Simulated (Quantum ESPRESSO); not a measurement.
Yb:

```
Yb
1.0
     0.00000    2.74310    2.74310
     2.74310    0.00000    2.74310
     2.74310    2.74310    0.00000
Yb
1
Direct
  0.00000 0.00000 0.00000
```

```yaml
Program: Quantum ESPRESSO 7.5
Task: single point
Functional: PBE
Potentials_or_basis: SSSP 1.3 efficiency PBE
Cutoff: 748 eV
Density_cutoff: 5987 eV
k_mesh: 8 × 8 × 8
Occupations: fermi-dirac, width 0.05 eV
Spin: collinear spin, ferromagnetic start
Starting_moments: "[1.0] μB"
```

On this cell: pressure -2.9 GPa; net moment 0.00 μB per cell; band gap on the k mesh none (metal or under the smearing width).

The same run follows on a disturbed copy (cell strained at random at fixed volume):

```xyz
1
Lattice="0.0279 2.7406 2.7569 2.7504 0.0012 2.7836 2.7305 2.7474 0.0211" Properties=species:S:1:pos:R:3 pbc="T T T"
Yb   -0.0061   -0.0270    0.0503
```

What does the disturbed cell give?

The energy (extrapolated to zero smearing) moves by +0.8 meV/atom; pressure -2.9 GPa; net moment 0.00 μB per cell; band gap on the k mesh none (metal or under the smearing width).

Stress tensor (GPa, compression positive):
```
-2.79 -0.05 -0.27
-0.05 -2.87  0.03
-0.27  0.03 -2.93
```

Caveats: spin-orbit coupling is left out, which moves the levels of the heavy elements.
